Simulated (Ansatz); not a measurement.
CdS (Greenockite):

```xyz
4
Lattice="4.1500 0.0000 0.0000 -2.0750 3.5940 0.0000 0.0000 0.0000 6.7370" Properties=species:S:1:pos:R:3 pbc="T T T"
Cd    2.0750    1.1980    3.3685
Cd    0.0000    2.3960    0.0000
S     2.0750    1.1980    5.8949
S     0.0000    2.3960    2.5264
```

Program: Ansatz 0.2.0. Alike in all runs: potentials or basis Ansatz PAW; cell as given.

Problem. Order these runs on this cell by their pressure, lowest first.
A. level PBEsol; spin SOC, no magnetisation; k mesh 5 × 5 × 3; cutoff (eV) 420; smearing fermi-dirac 0.05 eV; points for each segment of the path 14; mesh quality not flagged
B. level RPBE; spin off; k mesh 7 × 7 × 4; cutoff (eV) 420; smearing fermi-dirac 0.05 eV; points for each segment of the path 14; mesh quality not flagged
C. level LDA; spin off; k mesh 7 × 7 × 4; cutoff (eV) 420; smearing gaussian 0.05 eV; mesh quality not flagged
D. level r2SCAN; spin off; k mesh 4 × 4 × 3; cutoff (eV) 500; smearing fermi-dirac 0.05 eV; mesh quality coarse
E. level exchange-only PBE; spin off; k mesh 7 × 7 × 4; cutoff (eV) 420; smearing fermi-dirac 0.05 eV; points for each segment of the path 14; mesh quality not flagged

Solution. C (-3.1 GPa), A (-1.0 GPa), D (0.8 GPa), B (4.3 GPa), E (10.7 GPa).

Caveats: some runs use coarse meshes; the PAW data sets come from PBE, with cores solved anew for the run's functional, which leaves a small shift of forces and pressure; the potentials were made for another functional, which shifts forces and pressure (some runs); the density of states is complete only up to the lowest level of the last band computed (some runs).

Not every run made on this cell is shown here.
